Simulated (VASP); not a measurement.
Crystal: MoSe2.

```xyz
6
Lattice="3.2880 0.0000 0.0000 -1.6440 2.8475 0.0000 0.0000 0.0000 12.9000" Properties=species:S:1:pos:R:3 pbc="T T T"
Mo    1.6440    0.9492    9.6750
Mo    0.0000    1.8983    3.2250
Se    1.6440    0.9492    4.8375
Se    0.0000    1.8983   11.2875
Se    1.6440    0.9492    1.6125
Se    0.0000    1.8983    8.0625
```

```yaml
Program: VASP 6.6.1
Task: relaxation of cell and atoms
Functional: revPBE
Dispersion: D4
Potentials_or_basis: VASP PAW PBE potentials, release 64 (Mo_sv, Se)
Cutoff: 600 eV
k_mesh: 9 × 9 × 2
Occupations: fermi-dirac, width 0.05 eV
Spin: no spin polarisation
```

At the start: pressure 3.8 GPa; volume 20.13 Å³/atom.

Task: Where does the relaxation end?

Result: Over 16 steps the energy falls by 29.9 meV/atom and the volume is 19.38 Å³/atom (-3.7 %); space group P6_3/mmc (No. 194, to 0.05 Å).

The path:
| step | energy change (eV) | largest force (eV/Å) | pressure (GPa) | volume (Å³) |
| --- | --- | --- | --- | --- |
| 1 | 0.0000 | 1.1836 | 3.78 | 120.78 |
| 2 | 0.1095 | 1.0883 | -6.83 | 129.22 |
| 3 | -0.0996 | 0.0851 | -2.27 | 124.26 |
| 4 | -0.1024 | 0.2244 | -1.51 | 123.77 |
| 5 | -0.1287 | 0.1581 | -0.47 | 121.47 |
| 6 | -0.1307 | 0.1391 | -0.13 | 120.78 |
| 7 | -0.1429 | 0.1633 | 0.08 | 119.95 |
| 8 | -0.1675 | 0.2343 | 0.86 | 117.46 |
| 9 | -0.1316 | 0.3412 | 3.18 | 112.44 |
| 10 | -0.1687 | 0.2985 | 1.42 | 116.40 |
| 11 | -0.1737 | 0.2199 | 0.98 | 116.39 |
| 12 | -0.1772 | 0.1402 | 0.53 | 116.39 |
| 13 | -0.1789 | 0.0171 | -0.33 | 116.37 |
| 14 | -0.1791 | 0.0326 | -0.06 | 116.38 |
| 15 | -0.1793 | 0.0264 | -0.05 | 116.36 |
| 16 | -0.1797 | 0.0089 | -0.03 | 116.29 |

Final structure:
```cif
data_structure
_symmetry_space_group_name_H-M 'P 1'
_symmetry_Int_Tables_number 1
_cell_length_a 3.2698
_cell_length_b 3.2698
_cell_length_c 12.5598
_cell_angle_alpha 90.000
_cell_angle_beta 90.000
_cell_angle_gamma 120.000
_cell_volume 116.29
loop_
_atom_site_label
_atom_site_type_symbol
_atom_site_fract_x
_atom_site_fract_y
_atom_site_fract_z
_atom_site_occupancy
Mo1 Mo 0.66667 0.33333 0.75000 1
Mo2 Mo 0.33333 0.66667 0.25000 1
Se1 Se 0.66667 0.33333 0.38351 1
Se2 Se 0.33333 0.66667 0.88351 1
Se3 Se 0.66667 0.33333 0.11649 1
Se4 Se 0.33333 0.66667 0.61649 1
```

Caveat: the PAW data sets were made with another functional, which shifts forces and pressure a little.
